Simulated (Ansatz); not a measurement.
# Platinum, fcc under revPBE: from relaxation to bulk modulus

The plan for platinum in the fcc structure: relax it, solve it on a dense k-mesh, switch on spin-orbit coupling, then scale the cell to 7 volumes from 88 to 112 % of the relaxed one and try a fit of the equation of state. The k-meshes are 14×14×14 for the relaxation; 22×22×22 for the dense run; 14×14×14 for spin-orbit coupling; 22×22×22 for the volumes. The starting cell is the deposited one, from the Crystallography Open Database.

Computed with Ansatz 0.2.0 (DFT revPBE, plane waves (420 eV) with PAW, scalar-relativistic; PBE-made PAW files, unless a step says otherwise).

## Step 1: Starting point

The structure is cubic, space group Fm-3m (No. 225). Conventional cell: a = 3.923 Å, b = 3.923 Å, c = 3.923 Å, α = 90.00°, β = 90.00°, γ = 90.00°. Pt (site symmetry m-3m) is surrounded by 12 Pt at 2.77 Å.

Structure file:

```cif
data_structure
_symmetry_space_group_name_H-M 'Fm-3m'
_symmetry_Int_Tables_number 225
_cell_length_a 3.9231
_cell_length_b 3.9231
_cell_length_c 3.9231
_cell_angle_alpha 90.000
_cell_angle_beta 90.000
_cell_angle_gamma 90.000
_cell_volume 60.38
loop_
_atom_site_label
_atom_site_type_symbol
_atom_site_symmetry_multiplicity
_atom_site_Wyckoff_symbol
_atom_site_fract_x
_atom_site_fract_y
_atom_site_fract_z
_atom_site_occupancy
Pt1 Pt 4 a 0.00000 0.00000 0.00000 1
```

## Step 2: Relaxation of the cell

Contents of input.yaml:

```yaml
crystal:
  lattice:
    - [0.0, 1.96155, 1.96155]
    - [1.96155, 0.0, 1.96155]
    - [1.96155, 1.96155, 0.0]
  atoms:
    - { symbol: Pt, position: [0.0, 0.0, 0.0] }
hamiltonian:
  xc: revpbe
  pseudopotentials:
    kind: paw
    azcp:
      Pt: "pseudopotentials/Pt.paw.azcp"
basis:
  ecutwfc: 420
  fft_grid_basis: typed
kpoints:
  mp_grid: { grid: [14, 14, 14], shift: [0, 0, 0] }
magnetization:
  spin_polarized: false
scf:
  occupations: { method: fermi_dirac, width: 0.1 }
relax:
  max_steps: 60
  f_tol: 0.01
  cell: {}
```

What it wrote:

```text
Warning: RAYON_NUM_THREADS=4 ignored (pool sized by the plan → 4); use --threads N
Engine: ansatz 0.2.0, aarch64-unknown-linux-gnu
Pseudopotentials: kind: paw
Pseudopotential: Pt, paw, valence charge 18, recommended cutoff 420 eV (normal), <dir>
Functional definition: revPBE
  parameter kappa = 1.245
  parameter beta = 0.06672455060314922
  exchange = pbe_x(kappa = kappa, mu = beta*pi^2/3)
  correlation = pbe_c(beta = beta)
Crystal: 1 atoms, lattice volume = 15.095 Å³
Basis set: ecut = 420 eV, 283 PW (Γ), exchange–correlation on 40×40×40 points (8 copies of the dense FFT grid, shifted against one another)
Bands: 13, of which v1, the nominal top of the filled ones, is band 9 counted from 1 (8 counted from 0)
Symmetry: 48 space group operations
Space group: Fm-3m (ITA 225), of the structure as read, at distance tolerance 2.5e-5 Å
k-points: 104 of 2744
Non-local potential: Pt, projectors of the file, l = 0: 3, l = 1: 2, l = 2: 2, l = 3: 1
PAW form: soft (Blöchl's): semilocal exchange-correlation on the pseudo side does not see the compensation charge
PAW frozen core: Pt, regenerated for the run's functional, and the local potential with it (the file was generated under x = pbe(κ = 0.804, μ = 0.2195149727645171), c = pbe(β = 0.06672455060314922))
PAW one-centre angular grid: Pt, 590 points (default); XC on 64 Gauss nodes
Initial density: superposition of atomic densities (neutral atoms: chi_scale 0, normalization atom), corrected by the library's trained network
Initial wavefunctions: pseudopotential atomic-orbital guess
Functional: x = revpbe(κ = 1.245, μ = 0.2195149727645171), c = pbe(β = 0.06672455060314922)
SCF iter   1: F=—  HF=-12532.825650 eV  |F-HF|=—  |Δ(HF+E_count)|=         —  Δρ=3.73e-3  dr2=6.69e-4  ethr=1.77e-3  ⟨swp⟩=4.9  Hψ=7438  notcnv=0
preconditioner: auto → none  [metal: Δε(μ)=0.039 eV  Ē_g=14.277 eV  σ=0.100 eV  W_gap=0.10  n_scr=8 (ndim 8)  ℏωp=30.2 eV  f_vac=0.000  D(μ)=1.61/eV (n_scr^D=14)  sad-step TF]
SCF iter   2: F=—  HF=-12532.825950 eV  |F-HF|=—  |Δ(HF+E_count)|=   3.00e-4  Δρ=1.92e-3  dr2=1.16e-4  ethr=3.72e-6  ⟨swp⟩=1.7  Hψ=2465  notcnv=0
SCF iter   3: F=—  HF=-12532.826145 eV  |F-HF|=—  |Δ(HF+E_count)|=   1.96e-4  Δρ=3.84e-4  dr2=8.62e-6  ethr=6.47e-7  ⟨swp⟩=2.2  Hψ=1765  notcnv=0
SCF iter   4: F=—  HF=-12532.826149 eV  |F-HF|=—  |Δ(HF+E_count)|=   3.34e-6  Δρ=4.14e-5  dr2=5.57e-8  ethr=4.79e-8  ⟨swp⟩=2.0  Hψ=1856  notcnv=0
iter 5 did not close the SCF: its close was put off for the readings that it lacked (scf_convergence_deferred on its scf_iter line)
SCF iter   5: F=-12532.826149 eV  HF=-12532.826149 eV  |F-HF|=3.49e-9  |Δ(HF+E_count)|=   8.71e-8  Δρ=8.09e-6  dr2=6.91e-9  ethr=3.09e-10  ⟨swp⟩=2.1  Hψ=1916  notcnv=0
SCF iter   6: F=-12532.826149 eV  HF=-12532.826149 eV  |F-HF|=5.82e-10  |Δ(HF+E_count)|=   1.68e-9  Δρ=2.78e-6  dr2=1.03e-9  ethr=3.84e-11  ⟨swp⟩=2.0  Hψ=3883  notcnv=0
SCF 1 converged in 6 iterations: F = -12532.826149 eV  dr2 = 1.03e-9
relax step   1: F+E_penalty+E_count = -12532.82614873 eV  Δ(F+E_penalty+E_count) = +0.000e0 eV  max|allowed force component| = 0.000e0 eV/Å  Δτ_max = 0.0000 Å  P = +13.089 GPa  Ω = 15.095 Å³  (6 SCF iters, dr2 threshold 1.00e-7 eV, accepted)
Crystal: 1 atoms, lattice volume = 17.128 Å³
Basis set: ecut = 420 eV, 331 PW (Γ), exchange–correlation on 40×40×40 points (8 copies of the dense FFT grid, shifted against one another)
Initial density: handed on by an earlier stage of this run
Initial wavefunctions: those handed on with the density
iter 1 solved again at ethr=6.83e-5 eV; its pass at ethr=3.10e-3 eV (dr2=1.23e-2 eV) is discarded
SCF iter   1: F=—  HF=-12532.793967 eV  |F-HF|=—  |Δ(HF+E_count)|=         —  Δρ=9.46e-3  dr2=1.26e-2  ethr=6.83e-5  ⟨swp⟩=1.0  Hψ=9335  notcnv=0
preconditioner: auto → none  [metal: Δε(μ)=0.033 eV  Ē_g=12.958 eV  σ=0.100 eV  W_gap=0.08  n_scr=8 (ndim 8)  ℏωp=28.4 eV  f_vac=0.000  D(μ)=1.95/eV (n_scr^D=26)]
SCF iter   2: F=—  HF=-12532.791675 eV  |F-HF|=—  |Δ(HF+E_count)|=   2.29e-3  Δρ=4.52e-3  dr2=1.35e-3  ethr=6.83e-5  ⟨swp⟩=2.0  Hψ=1840  notcnv=0
SCF iter   3: F=—  HF=-12532.791576 eV  |F-HF|=—  |Δ(HF+E_count)|=   9.93e-5  Δρ=1.90e-3  dr2=2.54e-4  ethr=7.51e-6  ⟨swp⟩=2.8  Hψ=2396  notcnv=0
SCF iter   4: F=—  HF=-12532.791609 eV  |F-HF|=—  |Δ(HF+E_count)|=   3.30e-5  Δρ=7.62e-4  dr2=3.98e-5  ethr=1.41e-6  ⟨swp⟩=1.0  Hψ=1352  notcnv=0
SCF iter   5: F=—  HF=-12532.791611 eV  |F-HF|=—  |Δ(HF+E_count)|=   2.51e-6  Δρ=1.46e-4  dr2=1.47e-6  ethr=2.21e-7  ⟨swp⟩=1.0  Hψ=1352  notcnv=0
SCF iter   6: F=-12532.791612 eV  HF=-12532.791612 eV  |F-HF|=5.40e-9  |Δ(HF+E_count)|=   4.07e-7  Δρ=1.39e-5  dr2=1.19e-8  ethr=5.56e-10  ⟨swp⟩=2.1  Hψ=5036  notcnv=0
SCF 2 converged in 6 iterations: F = -12532.791612 eV  dr2 = 1.19e-8
relax step   2: F+E_penalty+E_count = -12532.79161160 eV  Δ(F+E_penalty+E_count) = +3.454e-2 eV  max|allowed force component| = 0.000e0 eV/Å  Δτ_max = 0.0000 Å  P = -14.533 GPa  Ω = 17.128 Å³  energy of the carried Pulay correction = -9.985e-4 eV  (6 SCF iters, dr2 threshold 1.00e-7 eV, rejected (line search))
Crystal: 1 atoms, lattice volume = 15.995 Å³
iter 1 solved again at ethr=2.12e-5 eV; its pass at ethr=3.10e-3 eV (dr2=3.81e-3 eV) is discarded
SCF iter   1: F=—  HF=-12532.855081 eV  |F-HF|=—  |Δ(HF+E_count)|=         —  Δρ=5.38e-3  dr2=3.82e-3  ethr=2.12e-5  ⟨swp⟩=1.0  Hψ=9230  notcnv=0
preconditioner: auto → none  [metal: Δε(μ)=0.037 eV  Ē_g=13.620 eV  σ=0.100 eV  W_gap=0.09  n_scr=8 (ndim 8)  ℏωp=29.4 eV  f_vac=0.000  D(μ)=1.75/eV (n_scr^D=26)]
SCF iter   2: F=—  HF=-12532.854220 eV  |F-HF|=—  |Δ(HF+E_count)|=   8.61e-4  Δρ=2.36e-3  dr2=3.23e-4  ethr=2.12e-5  ⟨swp⟩=2.0  Hψ=1843  notcnv=0
SCF iter   3: F=—  HF=-12532.854183 eV  |F-HF|=—  |Δ(HF+E_count)|=   3.72e-5  Δρ=1.01e-3  dr2=5.99e-5  ethr=1.79e-6  ⟨swp⟩=2.6  Hψ=2380  notcnv=0
SCF iter   4: F=—  HF=-12532.854188 eV  |F-HF|=—  |Δ(HF+E_count)|=   4.58e-6  Δρ=4.45e-4  dr2=1.13e-5  ethr=3.33e-7  ⟨swp⟩=1.0  Hψ=1352  notcnv=0
SCF iter   5: F=—  HF=-12532.854186 eV  |F-HF|=—  |Δ(HF+E_count)|=   1.03e-6  Δρ=9.42e-5  dr2=5.07e-7  ethr=6.27e-8  ⟨swp⟩=1.0  Hψ=1352  notcnv=0
SCF iter   6: F=—  HF=-12532.854189 eV  |F-HF|=—  |Δ(HF+E_count)|=   2.09e-6  Δρ=9.40e-6  dr2=4.86e-9  ethr=2.82e-9  ⟨swp⟩=2.0  Hψ=1967  notcnv=0
SCF iter   7: F=—  HF=-12532.854189 eV  |F-HF|=—  |Δ(HF+E_count)|=   1.70e-9  Δρ=6.47e-7  dr2=2.63e-11  ethr=2.70e-11  ⟨swp⟩=1.8  Hψ=1676  notcnv=0
SCF iter   8: F=-12532.854189 eV  HF=-12532.854189 eV  |F-HF|=3.64e-12  |Δ(HF+E_count)|=  1.09e-11  Δρ=3.76e-8  dr2=4.37e-14  ethr=1.00e-12  ⟨swp⟩=4.9  Hψ=5069  notcnv=0
SCF 3 converged in 8 iterations: F = -12532.854189 eV  dr2 = 4.37e-14
relax step   3: F+E_penalty+E_count = -12532.85418859 eV  Δ(F+E_penalty+E_count) = -2.804e-2 eV  max|allowed force component| = 0.000e0 eV/Å  Δτ_max = 0.0000 Å  P = -2.014 GPa  Ω = 15.995 Å³  energy of the carried Pulay correction = -4.579e-4 eV  (8 SCF iters, accepted)
Crystal: 1 atoms, lattice volume = 15.852 Å³
iter 1 solved again at ethr=2.50e-7 eV; its pass at ethr=3.10e-3 eV (dr2=4.50e-5 eV) is discarded
SCF iter   1: F=—  HF=-12532.855164 eV  |F-HF|=—  |Δ(HF+E_count)|=         —  Δρ=6.56e-4  dr2=5.17e-5  ethr=2.50e-7  ⟨swp⟩=2.0  Hψ=8922  notcnv=0
preconditioner: auto → none  [metal: Δε(μ)=0.037 eV  Ē_g=13.731 eV  σ=0.100 eV  W_gap=0.09  n_scr=8 (ndim 8)  ℏωp=29.5 eV  f_vac=0.000  D(μ)=1.74/eV (n_scr^D=14)]
SCF iter   2: F=—  HF=-12532.855154 eV  |F-HF|=—  |Δ(HF+E_count)|=   1.05e-5  Δρ=3.06e-4  dr2=5.14e-6  ethr=2.50e-7  ⟨swp⟩=2.0  Hψ=1859  notcnv=0
SCF iter   3: F=—  HF=-12532.855153 eV  |F-HF|=—  |Δ(HF+E_count)|=   2.12e-7  Δρ=1.26e-4  dr2=9.46e-7  ethr=2.85e-8  ⟨swp⟩=2.4  Hψ=2355  notcnv=0
SCF iter   4: F=-12532.855153 eV  HF=-12532.855153 eV  |F-HF|=2.21e-9  |Δ(HF+E_count)|=   1.63e-7  Δρ=8.32e-6  dr2=2.54e-9  ethr=5.56e-10  ⟨swp⟩=2.9  Hψ=4779  notcnv=0
SCF 4 converged in 4 iterations: F = -12532.855153 eV  dr2 = 2.54e-9
relax step   4: F+E_penalty+E_count = -12532.85515347 eV  Δ(F+E_penalty+E_count) = -9.649e-4 eV  max|allowed force component| = 0.000e0 eV/Å  Δτ_max = 0.0000 Å  P = +0.016 GPa  Ω = 15.852 Å³  energy of the carried Pulay correction = -3.873e-4 eV  (4 SCF iters, dr2 threshold 1.00e-7 eV, accepted)
Initial wavefunctions: pseudopotential atomic-orbital guess (no wavefunctions were taken with the density)
iter 1 solved again at ethr=1.78e-8 eV; its pass at ethr=3.10e-3 eV (dr2=3.21e-6 eV) is discarded
SCF iter   1: F=—  HF=-12532.855485 eV  |F-HF|=—  |Δ(HF+E_count)|=         —  Δρ=1.54e-4  dr2=5.70e-7  ethr=1.78e-8  ⟨swp⟩=2.9  Hψ=10709  notcnv=0
preconditioner: auto → none  [metal: Δε(μ)=0.037 eV  Ē_g=13.733 eV  σ=0.100 eV  W_gap=0.09  n_scr=8 (ndim 8)  ℏωp=29.5 eV  f_vac=0.000  D(μ)=1.74/eV (n_scr^D=14)]
SCF iter   2: F=—  HF=-12532.855487 eV  |F-HF|=—  |Δ(HF+E_count)|=   1.94e-6  Δρ=7.13e-5  dr2=1.08e-7  ethr=3.17e-9  ⟨swp⟩=2.2  Hψ=2304  notcnv=0
SCF iter   3: F=—  HF=-12532.855487 eV  |F-HF|=—  |Δ(HF+E_count)|=   4.17e-7  Δρ=1.19e-5  dr2=1.35e-8  ethr=5.99e-10  ⟨swp⟩=2.4  Hψ=2018  notcnv=0
SCF iter   4: F=—  HF=-12532.855487 eV  |F-HF|=—  |Δ(HF+E_count)|=   5.85e-9  Δρ=3.65e-6  dr2=3.96e-10  ethr=7.47e-11  ⟨swp⟩=2.5  Hψ=2141  notcnv=0
SCF iter   5: F=-12532.855487 eV  HF=-12532.855487 eV  |F-HF|=0.00e0  |Δ(HF+E_count)|=   1.59e-9  Δρ=1.77e-7  dr2=1.37e-12  ethr=1.00e-12  ⟨swp⟩=3.4  Hψ=5685  notcnv=0
SCF 5 converged in 5 iterations: F = -12532.855487 eV  dr2 = 1.37e-12
relax step   5: F+E_penalty+E_count = -12532.85548725 eV  Δ(F+E_penalty+E_count) = -3.338e-4 eV  max|allowed force component| = 0.000e0 eV/Å  Δτ_max = 0.0000 Å  P = -0.008 GPa  Ω = 15.852 Å³  stress off target by 7.77e-3 GPa  SCF on the basis re-selected at this cell (its energy is not comparable with the rows above)  (5 SCF iters)
basis re-selected at this cell: Δ(F+E_penalty+E_count) = -3.338e-4 eV, ΔP = -0.024 GPa vs the last step (what re-selecting the basis moved, of the pressure what is left beyond the Pulay correction that the steps carried, after the strain that the cell walked since its last selection, with what the two solves' SCF thresholds leave and, on support functions, any second-order correction that the steps lacked; it is no measure of the basis error at this ecutwfc). This SCF's stress stands 7.77e-3 GPa from its target on what of the cell is left free (relax.cell.stress_tol is 5.00e-2 GPa) and its largest allowed force component is 0.00e0 eV/Å (relax.f_tol is 1.00e-2 eV/Å): within both
SCF converged after 5 iterations
Free energy (F): -12532.855487 eV
Harris-Foulkes:  -12532.855487 eV  (|F-HF|=0.00e0)
Internal energy: -12532.800021 eV  (E = F + TS)
E sigma→0 (E₀):  -12532.827754 eV
Entropy (-TS):   -0.055466 eV (-55.466 meV/atom)
Fermi energy:    21.953729 eV
--- Per-component energies (eV) ---
  E_band       = -150.085681
  E_kinetic    = 636.660955
  E_local      = -1526.913938  (includes V_loc(G=0)·N_el)
  E_nonlocal   = 199.376778
  E_hartree    = 565.369771
  E_xc         = -261.603188
  E_vxc        = -302.299606  (∫ρ·V_xc dr)
  E_paw        = -9463.568634  (= ΣΔE_a)
  E_vpaw       = -287.649631  (= ΣTr[D̂ρ^β])
  E_aug_tail   = 0.000206  (compensation charges beyond the density's cutoff)
  E_ewald      = -2682.094960
  E_core_change = -0.027013  (= ΣΔE_core)
  E_smearing   = -0.055466  (= −TS)
  E_closure    = -0.000000  (closes the sum)
  Σ components = -12532.855487   (vs F -12532.855487, Δ=0.00e0)
--- Forces (eV/Å), atoms counted from 1 ---
  atom   1  Pt    -0.00000000    -0.00000000     0.00000000
  max |Σ_I F_I| component: 7.40e-32 eV/Å
--- Stress (GPa, compression-positive) ---
       -0.007767      -0.000000      -0.000000
       -0.000000      -0.007767       0.000000
       -0.000000       0.000000      -0.007767
  P = ⅓ Tr σ = -0.0078 GPa (-0.078 kbar)
--- Relaxed structure (4 steps of the walk, 3 accepted, 1 SCFs on fresh bases) ---
  F+E_penalty+E_count = -12532.85548725 eV   max|allowed force component| = 0.000e0 eV/Å   (the final SCF, on the basis selected at the relaxed cell)
  cell:  # Å, volume = 15.8525 Å³
    - [-1.0827666461502215e-34, 1.9938337539193862, 1.9938337539193862]
    - [1.9938337539193862, 5.541217174933862e-34, 1.9938337539193862]
    - [1.9938337539193862, 1.9938337539193862, -5.095372032895592e-35]
  atoms:
    - { symbol: Pt, position: [0.0, 0.0, 0.0] }
```

It took 3 s on 4 threads of an Arm CPU, shared host; peak memory 0.35 GiB.

Relaxation path:

```csv
step,energy change (meV/atom),largest force (eV/Å),pressure (GPa),volume (Å³/atom),accepted
1,0.00,0.0000,13.09,15.095,yes
2,34.54,0.0000,-14.53,17.128,no
3,-28.04,0.0000,-2.01,15.995,yes
4,-29.00,0.0000,0.02,15.852,yes
5,-29.34,0.0000,-0.01,15.852,yes
```

Steps that repeat a cell are solved on a basis chosen anew, so their changes of energy are no gain of the relaxation.

The cell of the run, before and after:

|  | before | after | change |
| --- | --- | --- | --- |
| a (Å) | 2.774 | 2.820 | +1.6 % |
| b (Å) | 2.774 | 2.820 | +1.6 % |
| c (Å) | 2.774 | 2.820 | +1.6 % |
| volume (Å³/atom) | 15.095 | 15.852 | +5.0 % |
| shortest distance (Å) | 2.774 | 2.820 | +1.6 % |
| space group (spins left aside) | Fm-3m | Fm-3m | same |

## Step 3: Dense single point

Contents of input.yaml:

```yaml
crystal:
  lattice:
    - [0.0, 1.9938337539, 1.9938337539]
    - [1.9938337539, 0.0, 1.9938337539]
    - [1.9938337539, 1.9938337539, 0.0]
  atoms:
    - { symbol: Pt, position: [0.0, 0.0, 0.0] }
hamiltonian:
  xc: revpbe
  pseudopotentials:
    kind: paw
    azcp:
      Pt: "pseudopotentials/Pt.paw.azcp"
basis:
  ecutwfc: 420
  fft_grid_basis: typed
kpoints:
  mp_grid: { grid: [22, 22, 22], shift: [0, 0, 0] }
magnetization:
  spin_polarized: false
scf:
  occupations: { method: fermi_dirac, width: 0.1 }
```

What it wrote (excerpt; [...] marks lines left out):

```text
Warning: RAYON_NUM_THREADS=4 ignored (pool sized by the plan → 4); use --threads N
[...]
[... 3 set-up lines as earlier in the session ...]
[...]
Crystal: 1 atoms, lattice volume = 15.852 Å³
Basis set: ecut = 420 eV, 331 PW (Γ)
Bands: 13, of which v1, the nominal top of the filled ones, is band 9 counted from 1 (8 counted from 0)
[... 2 set-up lines as earlier in the session ...]
k-points: 328 of 10648
[...]
SCF iter   1: F=—  HF=-12532.850817 eV  |F-HF|=—  |Δ(HF+E_count)|=         —  Δρ=3.65e-3  dr2=6.91e-4  ethr=1.77e-3  ⟨swp⟩=5.0  Hψ=23118  notcnv=0
[...]
SCF iter   6: F=-12532.851340 eV  HF=-12532.851340 eV  |F-HF|=5.84e-10  |Δ(HF+E_count)|=   1.60e-9  Δρ=2.74e-6  dr2=1.03e-9  ethr=3.73e-11  ⟨swp⟩=1.0  Hψ=9840  notcnv=0
[...]
SCF converged after 6 iterations
Free energy (F): -12532.851340 eV
[...]
E sigma→0 (E₀):  -12532.822822 eV
Entropy (-TS):   -0.057036 eV (-57.036 meV/atom)
Fermi energy:    21.960616 eV
[...]
```

It took 1.5 s on 4 threads of an Arm CPU, shared host; peak memory 0.39 GiB.

## Step 4: With spin-orbit coupling

input.yaml: that of step 3 with these lines changed.

```diff
@@ -10,3 +10,3 @@
   pseudopotentials:
-    kind: paw
+    kind: paw_fr
     azcp:
@@ -17,5 +17,6 @@
 kpoints:
-  mp_grid: { grid: [22, 22, 22], shift: [0, 0, 0] }
+  mp_grid: { grid: [14, 14, 14], shift: [0, 0, 0] }
 magnetization:
-  spin_polarized: false
+  noncollinear: true
+  spin_orbit: true
 scf:
```

What it wrote (excerpt; [...] marks lines left out):

```text
Warning: RAYON_NUM_THREADS=4 ignored (pool sized by the plan → 4); use --threads N
[...]
Pseudopotentials: kind: paw_fr
Pseudopotential: Pt, paw_fr, valence charge 18, recommended cutoff 420 eV (normal), <dir>
[... 1 set-up line as earlier in the session ...]
[...]
non-collinear run that drives no moment, with spin-orbit: no starting moment large enough to seed its density (crystal.atoms[].spin), no starting occupations that ask for one, no magnetisation constraint and no magnetic field, so the semilocal B_xc is pinned to zero
Crystal: 1 atoms, lattice volume = 15.852 Å³
Basis set: ecut = 420 eV, 331 PW (Γ)
Bands: 26, of which v1, the nominal top of the filled ones, is band 18 counted from 1 (17 counted from 0)
Symmetry: 48 space group operations + 48 with time reversal
Magnetic group: BNS 225.117 (UNI 1619), of the structure as read, at distance tolerance 2.5e-5 Å
k-points: 104 of 2744
Projection manifold: j_resolved (fully-relativistic pseudo-atomic orbitals)
[...]
SCF iter   1: F=—  HF=-12567.765202 eV  |F-HF|=—  |Δ(HF+E_count)|=         —  Δρ=8.25e-2  dr2=1.06e0  dr2_m=0.00e0 (ungated)  ethr=3.10e-3  |M|=0.00e0 ∫|m|=0.00e0 μB  |m|>n=0.0e0 m-floor=0.0e0 τ_xc=0.0e0  β_m=0.30  ⟨swp⟩=5.9  Hψ=6140  notcnv=0  defer=56
[...]
SCF iter   7: F=-12567.446396 eV  HF=-12567.446396 eV  |F-HF|=4.55e-11  |Δ(HF+E_count)|=   3.66e-9  Δρ=1.76e-6  dr2=1.74e-10  dr2_m=0.00e0 (ungated)  ethr=7.60e-11  |M|=0.00e0 ∫|m|=0.00e0 μB  |m|>n=0.0e0 m-floor=0.0e0 τ_xc=0.0e0  ⟨swp⟩=1.0  Hψ=3528  notcnv=0
[...]
SCF converged after 7 iterations
Magnetization: |M| = 0.0000 μB,  M = (+0.0000, +0.0000, +0.0000) μB
Absolute magnetization: 0.0000 μB (∫|m|)
  site 0: m = (+0.0000, +0.0000, +0.0000) μB, |m| = 0.0000 μB  (R = 1.16 Å)
Free energy (F): -12567.446396 eV
[...]
E sigma→0 (E₀):  -12567.419127 eV
Entropy (-TS):   -0.054539 eV (-54.539 meV/atom)
Fermi energy:    22.055848 eV
[...]
```

Run time: 2.5 s. Hardware: 4 threads of an Arm CPU, shared host; peak memory 0.41 GiB.

Side by side:

```csv
,scalar-relativistic,with spin-orbit coupling
k-mesh,22×22×22,14×14×14
gap on the mesh,none (levels filled in part),none (levels filled in part)
```

The meshes differ, so small differences between the columns need not come from spin-orbit coupling.

## Step 5: Equation of state: 88 %

Contents of input.yaml:

```yaml
crystal:
  lattice:
    - [0.0, 1.910658928, 1.910658928]
    - [1.910658928, 0.0, 1.910658928]
    - [1.910658928, 1.910658928, 0.0]
  atoms:
    - { symbol: Pt, position: [0.0, 0.0, 0.0] }
hamiltonian:
  xc: revpbe
  pseudopotentials:
    kind: paw
    azcp:
      Pt: "pseudopotentials/Pt.paw.azcp"
basis:
  ecutwfc: 420
  fft_grid_basis: typed
kpoints:
  mp_grid: { grid: [22, 22, 22], shift: [0, 0, 0] }
magnetization:
  spin_polarized: false
scf:
  occupations: { method: fermi_dirac, width: 0.1 }
output:
  stress: true
```

What it wrote (excerpt; [...] marks lines left out):

```text
Warning: RAYON_NUM_THREADS=4 ignored (pool sized by the plan → 4); use --threads N
[...]
[... 3 set-up lines as earlier in the session ...]
[...]
Crystal: 1 atoms, lattice volume = 13.950 Å³
Basis set: ecut = 420 eV, 283 PW (Γ)
Bands: 13, of which v1, the nominal top of the filled ones, is band 9 counted from 1 (8 counted from 0)
[... 1 set-up line as earlier in the session ...]
Space group: Fm-3m (ITA 225), of the structure as read, at distance tolerance 2.4e-5 Å
k-points: 328 of 10648
[...]
SCF iter   1: F=—  HF=-12532.630650 eV  |F-HF|=—  |Δ(HF+E_count)|=         —  Δρ=3.48e-3  dr2=6.07e-4  ethr=1.77e-3  ⟨swp⟩=5.0  Hψ=23622  notcnv=0
[...]
SCF iter   6: F=-12532.630940 eV  HF=-12532.630940 eV  |F-HF|=1.09e-9  |Δ(HF+E_count)|=   1.49e-7  Δρ=3.80e-6  dr2=3.22e-10  ethr=4.47e-10  ⟨swp⟩=2.4  Hψ=14725  notcnv=0
[...]
SCF converged after 6 iterations
Free energy (F): -12532.630940 eV
[...]
E sigma→0 (E₀):  -12532.607001 eV
Entropy (-TS):   -0.047877 eV (-47.877 meV/atom)
Fermi energy:    25.992811 eV
[...]
--- Stress (GPa, compression-positive) ---
       42.428863      -0.000000       0.000000
        0.000000      42.428863       0.000000
        0.000000       0.000000      42.428863
  P = ⅓ Tr σ = 42.4289 GPa (424.289 kbar)
```

Run time: 1.6 s. Hardware: 4 threads of an Arm CPU, shared host; peak memory 0.39 GiB.

[end of part 1 of 2]
